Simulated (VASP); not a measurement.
# W (Im-3m) in VASP: a series of runs

Aim: see how the results for W move with the level of theory and the settings. Levels: PBEsol, LDA, PBE. Tasks: relaxation of cell and atoms.

All numbers are computed with VASP 6.6.1; they aren't measurements. Logs are shortened: lines on timing, memory, paths and dates and some standing lists are left out, and cuts for length are marked.

## Step 1: The structure

Symmetry: Im-3m, No. 229, cubic system. Conventional cell: a = 3.201 Å, b = 3.201 Å, c = 3.201 Å, α = 90.00°, β = 90.00°, γ = 90.00°. Around W (site symmetry m-3m) lie 8 W at 2.77 Å.

## Step 2: Relaxation of cell and atoms, PBEsol

Input file INCAR:

```
SYSTEM = W
ALGO     = Normal         ! electronic algorithm
EDIFF    = 1E-7           ! SCF threshold, eV
EDIFFG   = -0.005         ! ionic threshold
ENCUT    = 600            ! plane-wave cutoff, eV
GGA      = PS             ! functional
IBRION   = 2              ! ionic algorithm
ISIF     = 3              ! what is computed and relaxed
ISMEAR   = 0              ! smearing method
LASPH    = .TRUE.         ! aspherical terms in the spheres
LCHARG   = .FALSE.        ! write CHGCAR
LREAL    = .FALSE.        ! projectors in reciprocal space
LWAVE    = .FALSE.        ! write WAVECAR
NELM     = 60             ! most SCF steps
NSW      = 90             ! ionic steps
PREC     = Accurate       ! precision mode
SIGMA    = 0.1            ! smearing width, eV
```

Input file KPOINTS:

```
k-points
0
G
  18 18 18
  0 0 0
```

Input file POSCAR:

```
W
1.0
   -1.6007500000      1.6007500000      1.6007500000
    1.6007500000     -1.6007500000      1.6007500000
    1.6007500000      1.6007500000     -1.6007500000
W
1
Direct
    0.0000000000      0.0000000000      0.0000000000
```

Potentials or basis: VASP PAW PBE potentials, release 64 (W_sv).

Run with:

```
$ cat potpaw_PBE.64/W_sv/POTCAR > POTCAR
$ mpirun -np 1 vasp_std > vasp.out
```

OUTCAR:

```text
SYSTEM = W
   EDIFF = 1E-7
   EDIFFG = -0.005
   ENCUT = 600
   GGA = PS
   IBRION = 2
   ISIF = 3
   ISMEAR = 0
   LASPH = .TRUE.
   LREAL = .FALSE.
   NELM = 60
   NSW = 90
   PREC = Accurate

 ion  position               nearest neighbor table
   1  0.000  0.000  0.000-

  LATTYP: Found a body centered cubic cell.
 ALAT       =     3.2015000000

  Lattice vectors:

 A1 = (  -1.6007500000,   1.6007500000,   1.6007500000)
 A2 = (   1.6007500000,  -1.6007500000,   1.6007500000)
 A3 = (   1.6007500000,   1.6007500000,  -1.6007500000)

Analysis of symmetry for initial positions (statically):
=====================================================================
 Subroutine PRICEL returns:
 Original cell was already a primitive cell.

 Routine SETGRP: Setting up the symmetry group for a
 body centered cubic supercell.

 Subroutine GETGRP returns: Found 48 space group operations
 (whereof 48 operations were pure point group operations)
 out of a pool of 48 trial point group operations.

The static configuration has the point symmetry O_h .

Analysis of symmetry for dynamics (positions and initial velocities):
=====================================================================
 Subroutine PRICEL returns:
 Original cell was already a primitive cell.

 Routine SETGRP: Setting up the symmetry group for a
 body centered cubic supercell.

 Subroutine GETGRP returns: Found 48 space group operations
 (whereof 48 operations were pure point group operations)
 out of a pool of 48 trial point group operations.

The dynamic configuration has the point symmetry O_h .

 Subroutine INISYM returns: Found 48 space group operations
 (whereof 48 operations are pure point group operations),
 and found     1 'primitive' translations

----------------------------------------------------------------------------------------

                                     Primitive cell

  volume of cell :      16.4071

  direct lattice vectors                    reciprocal lattice vectors
    -1.600750000  1.600750000  1.600750000     0.000000000  0.312353584  0.312353584
     1.600750000 -1.600750000  1.600750000     0.312353584  0.000000000  0.312353584
     1.600750000  1.600750000 -1.600750000     0.312353584  0.312353584  0.000000000

  length of vectors
     2.772580330  2.772580330  2.772580330     0.441734675  0.441734675  0.441734675

  position of ions in fractional coordinates (direct lattice)
     0.000000000  0.000000000  0.000000000

  ion indices of the primitive-cell ions
   primitive index   ion index
                 1           1

----------------------------------------------------------------------------------------

 KPOINTS: k-points

Automatic generation of k-mesh.
 Grid dimensions read from file:
 generate k-points for:   18   18   18

 Generating k-lattice:

  Cartesian coordinates                     Fractional coordinates (reciprocal lattice)
     0.000000000  0.017352977  0.017352977     0.055555556  0.000000000  0.000000000
     0.017352977  0.000000000  0.017352977     0.000000000  0.055555556  0.000000000
     0.017352977  0.017352977  0.000000000     0.000000000  0.000000000  0.055555556

  Length of vectors
     0.024540815  0.024540815  0.024540815

  Shift w.r.t. Gamma in fractional coordinates (k-lattice)
     0.000000000  0.000000000  0.000000000

 Subroutine IBZKPT returns following result:
 ===========================================

 Found    195 irreducible k-points:

 Following reciprocal coordinates:
            Coordinates               Weight
  0.000000  0.000000  0.000000      1.000000
  0.055556  0.000000  0.000000     12.000000
  0.111111  0.000000  0.000000     12.000000
  0.166667  0.000000  0.000000     12.000000
  0.222222  0.000000  0.000000     12.000000
  0.277778  0.000000  0.000000     12.000000
[... 16 lines left out ...]
  0.333333  0.111111  0.000000     48.000000
  0.388889  0.111111  0.000000     48.000000
 [... further k-points ...]
   k-points           NKPTS =    195   k-points in BZ     NKDIM =    195   number of bands    NBANDS=     11
   number of dos      NEDOS =    301   number of ions     NIONS =      1
   total plane-waves  NPLWV =  13824
   dimension x,y,z NGX =    24 NGY =   24 NGZ =   24
   dimension x,y,z NGXF=    48 NGYF=   48 NGZF=   48
   ions per type =               1
   NGX,Y,Z   is equivalent  to a cutoff of  14.39, 14.39, 14.39 a.u.
   NGXF,Y,Z  is equivalent  to a cutoff of  28.78, 28.78, 28.78 a.u.
 SYSTEM =  W
   PREC   = accura    normal or accurate (medium, high low for compatibility)
   ISTART =      0    job   : 0-new  1-cont  2-samecut
   ICHARG =      2    charge: 1-file 2-atom 10-const
   ISPIN  =      1    spin polarized calculation?
   LNONCOLLINEAR =      F non collinear calculations
   LSORBIT =      F    spin-orbit coupling
   LASPH  =      T    aspherical Exc in radial PAW
   ENCUT  =  600.0 eV  44.10 Ry    6.64 a.u.   5.54  5.54  5.54*2*pi/ulx,y,z
   NELM   =     60;   NELMIN=  2; NELMDL= -5     # of ELM steps
   EDIFF  = 0.1E-06   stopping-criterion for ELM
   LREAL  =      F    real-space projection
   EDIFFG = -.5E-02   stopping-criterion for IOM
   NSW    =     90    number of steps for IOM
   IBRION =      2    ionic relax: 0-MD 1-quasi-New 2-CG
   NFREE  =      1    steps in history (QN), initial steepest desc. (CG)
   ISIF   =      3    stress and relaxation
   ISYM   =      2    0-nonsym 1-usesym 2-fastsym
   POTIM  = 0.5000    time-step for ionic-motion
   TEBEG  =    0.0;   TEEND  =   0.0 temperature during run
   PSTRESS=    0.0 pullay stress
   NELECT =      14.0000    total number of electrons
   NUPDOWN=      -1.0000    fix difference up-down
   EMIN   =  10.00;   EMAX   =-10.00  energy-range for DOS
   EFERMI =   0.00;   METHOD = LEGACY
   ISMEAR =     0;   SIGMA  =   0.10  broadening in eV -4-tet -1-fermi 0-gaus
   EFERMI_NEDOS =   21; number of points for ismear=-14 and -15
   IALGO  =     38    algorithm
   IMIX   =      4    mixing-type and parameters
     AMIX     =   0.40;   BMIX     =  1.00
     AMIX_MAG =   1.60;   BMIX_MAG =  1.00
  volume/ion in A,a.u.               =      16.41       110.72
  Fermi-wavevector in a.u.,A,eV,Ry     =   1.552771  2.934311 32.804965  2.411097
  Thomas-Fermi vector in A             =   2.657098
   LORBIT       =      0    0 simple, 1 ext, 2 COOP (PROOUT), +10 PAW based schemes
   GGA     = PS    functional components
   LHFCALC =     F    Hartree Fock is set to
   AEXX    =    0.0000 exact exchange contribution
   IVDW    =     0    specifies the selected vdW correction
   LEPSILON=     F    determine dielectric tensor
   LRPA    =     F    only Hartree local field effects (RPA)
 conjugate gradient relaxation of ions
 non-spin polarized calculation
 Gauss-broadening in eV      SIGMA  =   0.10
  energy-cutoff  :      600.00
  volume of cell :       16.41
 maximum number of plane-waves:       564
 NGX is ok and might be reduce to    24
   NGX = 11   NGY = 11   NGZ = 11

--------------------------------------- Ionic step        1  -------------------------------------------

 number of electron      14.0000002 magnetization

 Free energy of the ion-electron system (eV)
  ---------------------------------------------------
  ext. energy  EPLUGINS =         0.00000000
  ---------------------------------------------------
  free energy    TOTEN  =       -13.77384569 eV

  energy without entropy =      -13.77017974  energy(sigma->0) =      -13.77201272

------------------------ aborting loop because EDIFF is reached ----------------------------------------

  FORCE on cell =-STRESS in cart. coord.  units (eV):
  Direction    XX          YY          ZZ          XY          YZ          ZX
  --------------------------------------------------------------------------------------
  -------------------------------------------------------------------------------------
  Total       -1.2995873     -1.2995873     -1.2995873      0.0000000     -0.0000000      0.0000000
  in kB     -126.9069800   -126.9069800   -126.9069800      0.0000000     -0.0000000      0.0000000
  external PRESSURE =    -126.9069800 kB  Pullay stress =       0.0000000 kB

 VOLUME and BASIS-vectors are now :
 -----------------------------------------------------------------------------
  energy-cutoff  :      600.00
  volume of cell :       16.41
      direct lattice vectors                 reciprocal lattice vectors
    -1.600750000  1.600750000  1.600750000     0.000000000  0.312353584  0.312353584
     1.600750000 -1.600750000  1.600750000     0.312353584  0.000000000  0.312353584
     1.600750000  1.600750000 -1.600750000     0.312353584  0.312353584  0.000000000
[... 176 lines left out ...]
 POSITION                                       TOTAL-FORCE (eV/Angst)
 -----------------------------------------------------------------------------------
      0.00000      0.00000     -0.00000         0.000000     -0.000000      0.000000
 -----------------------------------------------------------------------------------
    total drift:                               -0.000000      0.000000      0.000000

  FREE ENERGIE OF THE ION-ELECTRON SYSTEM (eV)
  ---------------------------------------------------
  free  energy   TOTEN  =       -13.8018392728 eV

  energy  without entropy=      -13.7983955765  energy(sigma->0) =      -13.80011742

--------------------------------------- Ionic step        7  -------------------------------------------

 number of electron      14.0000001 magnetization

 Free energy of the ion-electron system (eV)
  ---------------------------------------------------
  ext. energy  EPLUGINS =         0.00000000
  ---------------------------------------------------
  free energy    TOTEN  =       -13.80185802 eV

  energy without entropy =      -13.79841812  energy(sigma->0) =      -13.80013807

 E-fermi :  11.3821     XC(G=0): -13.8057

 val. band max:       11.3734962041   @ k =  -0.1667   0.1667   0.0556
 cond. band min:      11.3827486958   @ k =  -0.2778   0.3333   0.2222
 fundamental gap:      0.0092524918
 Fermi energy:        11.3820548788

 k-point     1 :       0.0000    0.0000    0.0000
  band No.  band energies     occupation
      1     -62.7436      2.00000
      2     -26.2896      2.00000
      3     -26.2896      2.00000
      4     -26.2896      2.00000
      5       1.6928      2.00000
      6      10.1427      2.00000
      7      10.1428      2.00000
      8      10.1428      2.00000
      9      13.6452      0.00000
     10      13.6452      0.00000
     11      25.9495      0.00000

 k-point     2 :       0.0556    0.0000    0.0000
  band No.  band energies     occupation
      1     -62.7394      2.00000
      2     -26.3331      2.00000
      3     -26.3031      2.00000
      4     -26.2898      2.00000
      5       1.8445      2.00000
      6      10.0498      2.00000
      7      10.1223      2.00000
      8      10.2890      2.00000
      9      13.4946      0.00000
     10      13.6459      0.00000
     11      26.0807      0.00000
[... 295 lines left out ...]
 k-point    24 :       0.3889    0.1111    0.0000
  band No.  band energies     occupation
      1     -62.6038      2.00000
      2     -27.5361      2.00000
      3     -26.7571      2.00000
      4     -26.3563      2.00000
      5       5.4951      2.00000
      6       7.9343      2.00000
      7      10.8184      2.00000
      8      13.4256      0.00000
      9      14.7726      0.00000
     10      17.9064      0.00000
     11      22.4135      0.00000

 [... further k-points ...]

------------------------ aborting loop because EDIFF is reached ----------------------------------------

  FORCE on cell =-STRESS in cart. coord.  units (eV):
  Direction    XX          YY          ZZ          XY          YZ          ZX
  --------------------------------------------------------------------------------------
  -------------------------------------------------------------------------------------
  Total        0.0005005      0.0005005      0.0005005      0.0000000     -0.0000000     -0.0000000
  in kB        0.0509883      0.0509883      0.0509883      0.0000000     -0.0000000     -0.0000000
  external PRESSURE =       0.0509883 kB  Pullay stress =       0.0000000 kB

 VOLUME and BASIS-vectors are now :
 -----------------------------------------------------------------------------
  energy-cutoff  :      600.00
  volume of cell :       15.73
      direct lattice vectors                 reciprocal lattice vectors
    -1.578294706  1.578294706  1.578294706     0.000000000  0.316797616  0.316797616
     1.578294706 -1.578294706  1.578294706     0.316797616  0.000000000  0.316797616
     1.578294706  1.578294706 -1.578294706     0.316797616  0.316797616  0.000000000

 POSITION                                       TOTAL-FORCE (eV/Angst)
 -----------------------------------------------------------------------------------
      0.00000      0.00000     -0.00000        -0.000000     -0.000000     -0.000000
 -----------------------------------------------------------------------------------
    total drift:                                0.000000      0.000000      0.000000

  FREE ENERGIE OF THE ION-ELECTRON SYSTEM (eV)
  ---------------------------------------------------
  free  energy   TOTEN  =       -13.8018580238 eV

  energy  without entropy=      -13.7984181199  energy(sigma->0) =      -13.80013807

 reached required accuracy - stopping structural energy minimisation
```

Run time: 59 s. Hardware: 1 thread of Intel Xeon Platinum 8488C (Sapphire Rapids), shared host; peak memory 0.18 GiB.

Results:

```yaml
Free_energy: -13.8019 eV
Relaxed_volume: 15.73 Å³/atom
Relaxed_cell: a = 2.734 Å, b = 2.734 Å, c = 2.734 Å, α = 109.47°, β = 109.47°, γ = 109.47°
Space_group_after_relaxing_to_0.05_Å: Im-3m (No. 229)
Energy_gained_by_relaxing: 28.0 meV/atom
Ionic_steps: 7
Pressure_after_relaxing: 0.0 GPa
Band_gap_on_the_k_mesh: none (metal or under the smearing width)
```

Step by step:
```
step  energy change (eV)  largest force (eV/Å)  pressure (GPa)  volume (Å³)
   1              0.0000                0.0000          -12.69        16.41
   2              0.3840                0.0000           67.39        13.51
   3             -0.0279                0.0000           -1.02        15.78
   4             -0.0280                0.0000           -0.16        15.73
   5             -0.0280                0.0000            0.12        15.72
   6             -0.0280                0.0000           -0.34        15.74
   7             -0.0280                0.0000            0.01        15.73
```

Final structure:
```
W
1.0
    -1.57829    1.57829    1.57829
     1.57829   -1.57829    1.57829
     1.57829    1.57829   -1.57829
W
1
Cartesian
  0.0000 0.0000 0.0000
```

Caveat: the PAW data sets were made with another functional, which shifts forces and pressure a little. The run has no spin-orbit coupling, so splittings on W are missing.

## Step 3: Relaxation of cell and atoms, LDA

Changes to INCAR since step 2:

```diff
@@ -5,3 +5,2 @@
 ENCUT    = 600            ! plane-wave cutoff, eV
-GGA      = PS             ! functional
 IBRION   = 2              ! ionic algorithm
```

KPOINTS is that of step 2.

POSCAR is that of step 2.

Potentials or basis: VASP PAW LDA potentials, release 64 (W_sv).

Run with:

```
$ cat potpaw_LDA.64/W_sv/POTCAR > POTCAR
$ mpirun -np 1 vasp_std > vasp.out
```

Wall time 44 s (1 thread of Intel Xeon Platinum 8488C (Sapphire Rapids), shared host); peak memory 0.18 GiB.

Results (log left out):

- Free energy: -14.1016 eV
- Relaxed volume: 15.51 Å³/atom
- Relaxed cell: a = 2.721 Å, b = 2.721 Å, c = 2.721 Å, α = 109.47°, β = 109.47°, γ = 109.47°
- Space group after relaxing (to 0.05 Å): Im-3m (No. 229)
- Energy gained by relaxing: 49.4 meV/atom
- Ionic steps: 5
- Pressure after relaxing: 0.0 GPa
- Band gap on the k mesh: none (metal or under the smearing width)

Step by step:
```csv
step,energy change (eV),largest force (eV/Å),pressure (GPa),volume (Å³)
1,0.0000,0.0000,-16.86,16.41
2,0.7326,0.0000,104.03,12.64
3,-0.0491,0.0000,-1.57,15.58
4,-0.0494,0.0000,-0.34,15.53
5,-0.0494,0.0000,0.03,15.51
```

Final structure:
```
W
1.0
    -1.57101    1.57101    1.57101
     1.57101   -1.57101    1.57101
     1.57101    1.57101   -1.57101
W
1
Cartesian
  0.0000 0.0000 0.0000
```

Levels at points of the mesh, in eV from the Fermi level:
```tsv
k point	band 4	band 5	band 6	band 7	band 8	band 9	band 10	band 11
(0.00, 0.00, 0.00)	-37.48	-9.65	-1.29	-1.29	-1.29	2.25	2.25	14.64
(0.50, 0.00, 0.00)	-37.49	-6.39	-3.68	0.93	2.17	3.16	6.34	11.63
(0.50, 0.50, 0.50)	-38.46	-6.01	-6.01	5.32	5.32	5.32	8.55	8.55
```

The run has no spin-orbit coupling, so splittings on W are missing. Zero-point motion and thermal expansion aren't in these numbers.

(Continued in part 2 of 2.)
